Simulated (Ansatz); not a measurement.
**How settings move the G0W0 gap of MgO (rocksalt)**

Rocksalt MgO, relaxed with r2SCAN; one-shot G0W0 in Ansatz without spin-orbit coupling. Calculated for a static, non-magnetic cell.

```cif
data_structure
_symmetry_space_group_name_H-M 'Fm-3m'
_symmetry_Int_Tables_number 225
_cell_length_a 4.2043
_cell_length_b 4.2043
_cell_length_c 4.2043
_cell_angle_alpha 90.000
_cell_angle_beta 90.000
_cell_angle_gamma 90.000
_cell_volume 74.32
loop_
_atom_site_label
_atom_site_type_symbol
_atom_site_symmetry_multiplicity
_atom_site_Wyckoff_symbol
_atom_site_fract_x
_atom_site_fract_y
_atom_site_fract_z
_atom_site_occupancy
Mg1 Mg 4 a 0.00000 0.00000 0.00000 1
O1 O 4 b 0.50000 0.00000 0.00000 1
```

Gaps are read over the mesh points alone. G0W0 here is at a finite number of bands, screening cutoff and k mesh, not at the basis limit.

| start | potentials | frequency model | mesh | empty bands | screening cutoff (eV) | Kohn-Sham gap (eV) | G0W0 gap (eV) | rough cost |
| --- | --- | --- | --- | --- | --- | --- | --- | --- |
| PBE | PAW | contour deformation | 6×6×6 | 30 | 80 | 4.80 | 6.96 | 10 core-seconds |
| PBE | PAW | contour deformation | 6×6×6 | 69 | 140 | 4.80 | 7.20 | 16 core-seconds |
| PBE | PAW | contour deformation | 6×6×6 | 128 | 210 | 4.80 | 7.34 | 40 core-seconds |
| HSE06 | PAW | contour deformation | 6×6×6 | 69 | 140 | 6.54 | 8.05 | 40 core-seconds |
| LDA | PAW | contour deformation | 6×6×6 | 69 | 140 | 4.71 | 7.22 | 16 core-seconds |
| r2SCAN | PAW | contour deformation | 6×6×6 | 69 | 140 | 5.68 | 7.69 | 18 core-seconds |
| PBE | PAW | Godby-Needs pole | 6×6×6 | 69 | 140 | 4.80 | 7.19 | 16 core-seconds |
| PBE | PAW | contour deformation | 8×8×8 | 30 | 80 | 4.80 | 6.95 | 40 core-seconds |
| PBE | norm-conserving | contour deformation | 6×6×6 | 69 | 140 | 4.80 | 7.20 | 50 core-seconds |

Over the mesh points the PBE gap of 4.80 eV becomes a quasiparticle gap of 7.34 eV (direct at Γ), a change of +2.54 eV. Renormalisation factors Z lie between 0.78 and 0.86.

Raising bands and cutoff together moves the gap by +0.24 eV (80 to 140 eV), then +0.14 eV (140 to 210 eV); the last step is still large, so the basis limit isn't reached. Starting from HSE06 (6.54 eV against PBE's 4.80 eV) gives 8.05 eV, +0.85 eV from G0W0@PBE at the same screening cutoff. Starting from LDA (4.71 eV against PBE's 4.80 eV) gives 7.22 eV, +0.02 eV from G0W0@PBE at the same screening cutoff. Starting from r2SCAN (5.68 eV against PBE's 4.80 eV) gives 7.69 eV, +0.49 eV from G0W0@PBE at the same screening cutoff. The Godby-Needs plasmon pole differs from contour deformation by -0.01 eV. An 8×8×8 mesh in place of 6×6×6 changes the opening over PBE by -0.01 eV (the gap on the mesh by -0.01 eV). Norm-conserving potentials (wave cutoff 1240 eV against 420 eV) shift the quasiparticle gap by 0.00 eV and the PBE gap by 0.00 eV. r2SCAN runs take a wave cutoff of 500 eV.
